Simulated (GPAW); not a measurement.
# Ta (Im-3m) in GPAW: further runs

One crystal, Ta, is run at these levels: PBE; tasks: single point.

Program: GPAW 26.7.0. These are calculated values, not measurements. Logs are shortened: lines on timing, memory, paths and dates and some standing lists are left out, and cuts for length are marked. The log counts tension as positive stress, the text compression.

## Step 1: The crystal as given

Symmetry: Im-3m, No. 229, cubic system. Conventional cell: a = 3.303 Å, b = 3.303 Å, c = 3.303 Å, α = 90.00°, β = 90.00°, γ = 90.00°. Ta (site symmetry m-3m) has 8 Ta at 2.86 Å as nearest neighbours.

## Step 2: Single point, PBE

Contents of run.py:

```python
from ase import Atoms
from ase.dft.bandgap import bandgap
from ase.io import write
from ase.units import GPa
from gpaw import GPAW, PW

atoms = Atoms(['Ta'],
              cell=[[-1.65128, 1.65128, 1.65128],
                    [1.65128, -1.65128, 1.65128],
                    [1.65128, 1.65128, -1.65128]],
              scaled_positions=[[0.0, 0.0, 0.0]],
              pbc=True)

calc = GPAW(mode=PW(600),
            xc='PBE',
            kpts={'size': (11, 11, 11), 'gamma': True},
            occupations={'name': 'methfessel-paxton', 'order': 0, 'width': 0.022},
            nbands=15,
            convergence={'density': 1e-05, 'energy': 1e-05},
            maxiter=150,
            txt='gpaw.txt')
atoms.calc = calc
energy = atoms.get_potential_energy()
forces = atoms.get_forces()
stress = atoms.get_stress()
calc.write('gs.gpw')
write('result.traj', atoms)
print(f'Energy: {energy:.6f} eV')
print('Forces (eV/A):')
print(forces.round(4))
print('Stress (GPa):', (stress / GPa).round(3))
print('Fermi level:', round(calc.get_fermi_level(), 4), 'eV')
print(f'Gap: {bandgap(calc)[0]:.4f} eV, direct: {bandgap(calc, direct=True)[0]:.4f} eV')
```

Potentials or basis: GPAW PAW data sets (gpaw-data 1.2.1), pw.

On the command line:

```
$ OMP_NUM_THREADS=1 python run.py
```

gpaw.txt:

```text
__  _  _
 | _ |_)|_||  |
 |__||  | ||/\| - 26.7.0

Input parameters:
  mode=PW(ecut=600.0),
  convergence={'density': 1e-05, 'energy': 1e-05},
  kpts=MonkhorstPack(size=(11, 11, 11), gamma=True),
  maxiter=150,
  nbands=15,
  occupations=Occupations(name='methfessel-paxton', order=0, width=0.022),
  xc=XC(name='PBE')

Diagonalizing LCAO Hamiltonian
Converting LCAO to pw mode

       Ta

Atoms  # Å, Bohr magnetons
|   | symbol |        x |        y |        z |    initial magnetic moments |
|---|--------|----------|----------|----------|-----------------------------|
| 0 |     Ta | 0.000000 | 0.000000 | 0.000000 | ( 0.0000,  0.0000,  0.0000) |

Unit cell  # Å
| periodic |         x |         y |         z |  lengths |     angles |
|----------|-----------|-----------|-----------|----------|------------|
|      yes | -1.651280 |  1.651280 |  1.651280 | 2.860101 | 109.471221 |
|      yes |  1.651280 | -1.651280 |  1.651280 | 2.860101 | 109.471221 |
|      yes |  1.651280 |  1.651280 | -1.651280 | 2.860101 | 109.471221 |

Number of symmetries: 48
Symmetry operations  # r_c * U_cc + t_c -> r_c
|    | kind |            matrix            |
|----|------|------------------------------|
|  0 |  σ   |  1, 1, 1,  0, 0,-1,  0,-1, 0 |
|  1 |  C4  |  1, 1, 1,  0, 0,-1, -1, 0, 0 |
|  2 |  C2  |  1, 1, 1,  0,-1, 0,  0, 0,-1 |
|  3 |  S6  |  1, 1, 1,  0,-1, 0, -1, 0, 0 |
|  4 |  S6  |  1, 1, 1, -1, 0, 0,  0, 0,-1 |
|  5 |  C4  |  1, 1, 1, -1, 0, 0,  0,-1, 0 |
|  6 |  E   |  1, 0, 0,  0, 1, 0,  0, 0, 1 |
|  7 |  σ   |  1, 0, 0,  0, 1, 0, -1,-1,-1 |
|  8 |  σ   |  1, 0, 0,  0, 0, 1,  0, 1, 0 |
|  9 |  C3  |  1, 0, 0,  0, 0, 1, -1,-1,-1 |
| 10 |  C3  |  1, 0, 0, -1,-1,-1,  0, 1, 0 |
| 11 |  σ   |  1, 0, 0, -1,-1,-1,  0, 0, 1 |
| 12 |  σ   |  0, 1, 0,  1, 0, 0,  0, 0, 1 |
| 13 |  C2  |  0, 1, 0,  1, 0, 0, -1,-1,-1 |
| 14 |  C3  |  0, 1, 0,  0, 0, 1,  1, 0, 0 |
| 15 |  S4  |  0, 1, 0,  0, 0, 1, -1,-1,-1 |
| 16 |  S4  |  0, 1, 0, -1,-1,-1,  1, 0, 0 |
| 17 |  C3  |  0, 1, 0, -1,-1,-1,  0, 0, 1 |
| 18 |  C3  |  0, 0, 1,  1, 0, 0,  0, 1, 0 |
| 19 |  S4  |  0, 0, 1,  1, 0, 0, -1,-1,-1 |
| 20 |  σ   |  0, 0, 1,  0, 1, 0,  1, 0, 0 |
| 21 |  C3  |  0, 0, 1,  0, 1, 0, -1,-1,-1 |
| 22 |  C2  |  0, 0, 1, -1,-1,-1,  1, 0, 0 |
| 23 |  S4  |  0, 0, 1, -1,-1,-1,  0, 1, 0 |
| 24 |  C4  |  0, 0,-1,  1, 1, 1,  0,-1, 0 |
| 25 |  σ   |  0, 0,-1,  1, 1, 1, -1, 0, 0 |
| 26 |  S6  |  0, 0,-1,  0,-1, 0,  1, 1, 1 |
| 27 |  C2  |  0, 0,-1,  0,-1, 0, -1, 0, 0 |
| 28 |  C4  |  0, 0,-1, -1, 0, 0,  1, 1, 1 |
| 29 |  S6  |  0, 0,-1, -1, 0, 0,  0,-1, 0 |
| 30 |  S6  |  0,-1, 0,  1, 1, 1,  0, 0,-1 |
| 31 |  C4  |  0,-1, 0,  1, 1, 1, -1, 0, 0 |
| 32 |  C4  |  0,-1, 0,  0, 0,-1,  1, 1, 1 |
| 33 |  S6  |  0,-1, 0,  0, 0,-1, -1, 0, 0 |
| 34 |  σ   |  0,-1, 0, -1, 0, 0,  1, 1, 1 |
| 35 |  C2  |  0,-1, 0, -1, 0, 0,  0, 0,-1 |
| 36 |  C2  | -1, 0, 0,  1, 1, 1,  0, 0,-1 |
| 37 |  S6  | -1, 0, 0,  1, 1, 1,  0,-1, 0 |
| 38 |  S6  | -1, 0, 0,  0, 0,-1,  1, 1, 1 |
| 39 |  C2  | -1, 0, 0,  0, 0,-1,  0,-1, 0 |
| 40 |  C2  | -1, 0, 0,  0,-1, 0,  1, 1, 1 |
| 41 |  i   | -1, 0, 0,  0,-1, 0,  0, 0,-1 |
| 42 |  S4  | -1,-1,-1,  1, 0, 0,  0, 1, 0 |
| 43 |  C3  | -1,-1,-1,  1, 0, 0,  0, 0, 1 |
| 44 |  C3  | -1,-1,-1,  0, 1, 0,  1, 0, 0 |
| 45 |  σ   | -1,-1,-1,  0, 1, 0,  0, 0, 1 |
| 46 |  S4  | -1,-1,-1,  0, 0, 1,  1, 0, 0 |
| 47 |  C2  | -1,-1,-1,  0, 0, 1,  0, 1, 0 |

BZ-sampling:
  Number of BZ points: 1331
  Number of IBZ points: 56

  Monkhorst-Pack size: [11, 11, 11]
  Monkhorst-Pack shift: [0, 0, 0]

K-points  # in reciprocal-cell coordinates
|     |                                coordinates |     weight |
|-----|--------------------------------------------|------------|
|   0 | (  0.00000000,   0.00000000,   0.00000000) | 0.00075131 |
|   1 | (  0.09090909,   0.00000000,   0.00000000) | 0.00901578 |
|   2 | (  0.09090909,   0.09090909,  -0.09090909) | 0.00450789 |
|   3 | (  0.18181818,   0.00000000,  -0.09090909) | 0.01803156 |
|   4 | (  0.18181818,   0.00000000,   0.00000000) | 0.00901578 |
|   5 | (  0.18181818,   0.09090909,  -0.09090909) | 0.01803156 |
|   6 | (  0.18181818,   0.18181818,  -0.18181818) | 0.00450789 |
|   7 | (  0.27272727,  -0.09090909,  -0.09090909) | 0.00601052 |
|   8 | (  0.27272727,   0.00000000,  -0.09090909) | 0.03606311 |
|   9 | (  0.27272727,   0.00000000,   0.00000000) | 0.00901578 |
| ... |                                            |            |
|  55 | (  0.45454545,   0.45454545,   0.45454545) | 0.00601052 |

Plane wave coefficients: 615
Cutoff: 600.0 eV

Spin-components: 1 (collinear spins)
Bands:           15
Projectors:      6
Spin-degeneracy: 2
Datatype:        complex128

Parallelization:
  kpt:    1
  domain: 1
  band:   1

Density:
  Valence electrons: 13.0
  Components: 1
  Grid points: [18 18 18]
  Charge: 0.0  # |e|

Potential:
  Grid points: [18 18 18]

species:
  Ta:
    name:    Tantalum
    Z:       73.0
    valence: 13
    core:    60
    charge:  0.0  # [|e|]
    compensation charges:
      type: gauss
      rc: 0.42  # [Å]
      lmax: 2
    cutoffs:
      filter: 2.36  # [Å]
      core: 3.45  # [Å]
    projectors
    | kind |    occ | energy [eV] | rcut [Å] |
    |------|--------|-------------|----------|
    |   5s |  2.000 |     -72.790 |    1.365 |
    |   6s |  2.000 |      -5.429 |    1.365 |
    |   5p |  6.000 |     -39.427 |    1.349 |
    |   6p |  0.000 |      -1.396 |    1.349 |
    |   5d |  3.000 |      -3.603 |    1.307 |
    |    d |        |      23.609 |    1.307 |

    Using partial waves for Ta as LCAO basis

Reference energy: -424172.441401  # eV

eigensolver:
  PPCG
  Converge bands: occupied
  niter=2

density mixing:
  MSR1-Mixer
  Pratt-step length: 0.05
  Maximum mixing coefficient: 0.75
  Old densities: 10
  SVD Regularization: 0.005
  Good broyden scale: 1.0
  Trust region scale: 1.0
  Backstep threshold: 4.0
  History deletion threshold: 6.0
  Fourier metric: weight=20.0, sigma=0.015

occupation numbers:
  Methfessel-Paxton:
    width: 0.0220  # eV
    order: 0

poisson solver:
  ecut: 4800.0  # eV

xc functional:
  name: PBE with 2 nearest neighbor stencil

convergence criteria:
- Maximum integral of absolute [dens]ity change: 1e-05 electrons / valence electron
- Maximum [total energy] change in last 3 cyles: 1e-05 eV / valence electron
- Maximum integral of absolute [eigenst]ate change: 4e-08 eV^2 / valence electron
maximum number of iterations: 150

SCF iterations
|iter     | |      energy | eigst |  dens |
|---------|-|-------------|-------|-------|
|iter:   1| |  -10.011630 | -0.12 |       |
|iter:   2| |   -9.986044 | -3.17 | -1.29 |
|iter:   3| |   -9.864860 | -2.08 | -1.32 |
|iter:   4| |   -9.869945 | -3.51 | -2.01 |
|iter:   5| |   -9.871630 | -4.34 | -2.37 |
|iter:   6| |   -9.871630 | -7.22 | -3.79 |
|iter:   7| |   -9.871630c| -7.71c| -4.26 |
|iter:   8| |   -9.871630c| -9.68c| -5.49c|

Converged in 8 steps
Energy contributions relative to reference atoms: (reference = -424172.441401)

Energy contributions:
  Kinetic:           8.084971
  Coulomb:          -8.498300
  Zero:             -0.251491
  External:          0.000000
  Xc:               -9.206771
  Entropy:          -0.000076
  Spinorbit:         0.000000
  ----------------------------
  Free energy:      -9.871668
  Extrapolated:     -9.871630

dipole moment: (-5.931421, -5.931421, -5.931421)  # |e|*Ang

Fermi level: 11.782
Eigenvalues  # (at kpt = [0.000, 0.000, 0.000])
| band index |      eig [eV] | occ [0-2] |
|------------|---------------|-----------|
|          0 |       -55.131 |     2.000 |
|          1 |       -21.281 |     2.000 |
|          2 |       -21.281 |     2.000 |
|          3 |       -21.281 |     2.000 |
|          4 |         3.948 |     2.000 |
|          5 |        12.559 |     0.000 |
|          6 |        12.559 |     0.000 |
|          7 |        12.559 |     0.000 |
|          8 |        15.800 |     0.000 |
|          9 |        15.800 |     0.000 |
|         10 |        26.663 |     0.000 |
|         11 |        26.663 |     0.000 |
|         12 |        26.663 |     0.000 |
|        ... |               |           |
|         14 |        37.752 |     0.000 |

No gap
No difference between direct/indirect transitions

Forces  # eV/Ang
|       x |        y |       z |
|---------|----------|---------|
| 0.00000 | -0.00000 | 0.00000 |  # Ta   0

Stress tensor  # eV/Ang^3
|         x |         y |         z |
|-----------|-----------|-----------|
| -0.014551 |  0.000000 | -0.000000 |
|  0.000000 | -0.014551 |  0.000000 |
| -0.000000 |  0.000000 | -0.014551 |

# Writing to gs.gpw (mode='')
```

It took 12 s on 1 thread of Arm Neoverse V1, shared host; peak memory 0.14 GiB.

What came out:

| Property | Result |
| --- | --- |
| Free energy | -9.8717 eV |
| Pressure | 2.3 GPa |
| Band gap on the k mesh | none (metal or under the smearing width) |

Spin-orbit coupling is left out, which matters for the levels of Ta.

## Step 3: Single point, PBE

Edit run.py of step 2 so:

```diff
@@ -1,4 +1,3 @@
-from ase import Atoms
 from ase.dft.bandgap import bandgap
-from ase.io import write
+from ase.io import read, write
 from ase.units import GPa
@@ -6,8 +5,3 @@
 
-atoms = Atoms(['Ta'],
-              cell=[[-1.65128, 1.65128, 1.65128],
-                    [1.65128, -1.65128, 1.65128],
-                    [1.65128, 1.65128, -1.65128]],
-              scaled_positions=[[0.0, 0.0, 0.0]],
-              pbc=True)
+atoms = read('Ta.xyz')
 
@@ -16,3 +10,3 @@
             kpts={'size': (11, 11, 11), 'gamma': True},
-            occupations={'name': 'methfessel-paxton', 'order': 0, 'width': 0.022},
+            occupations={'name': 'methfessel-paxton', 'order': 0, 'width': 0.023},
             nbands=15,
```

Contents of Ta.xyz:

```xyz
1
Lattice="-1.6512800000 1.6512800000 1.6512800000 1.6512800000 -1.6512800000 1.6512800000 1.6512800000 1.6512800000 -1.6512800000" Properties=species:S:1:pos:R:3 pbc="T T T"
Ta     0.0000000000      0.0000000000      0.0000000000
```

Potentials or basis: GPAW PAW data sets (gpaw-data 1.2.1), pw.

On the command line:

```
$ OMP_NUM_THREADS=1 python run.py
```

Run time: 12 s. Hardware: 1 thread of Arm Neoverse V1, shared host; peak memory 0.14 GiB.

Results (log left out):

```
Free energy            : -9.8717 eV
Pressure               : 2.3 GPa
Band gap on the k mesh : none (metal or under the smearing width)
```

Levels at points of the mesh, in eV from the Fermi level:
| k point | band 3 | band 4 | band 5 | band 6 | band 7 | band 8 | band 9 | band 10 |
| --- | --- | --- | --- | --- | --- | --- | --- | --- |
| (0.00, 0.00, 0.00) | -33.06 | -33.06 | -7.84 | 0.78 | 0.78 | 0.78 | 4.02 | 4.02 |

Spin-orbit coupling is left out, which matters for the levels of Ta.
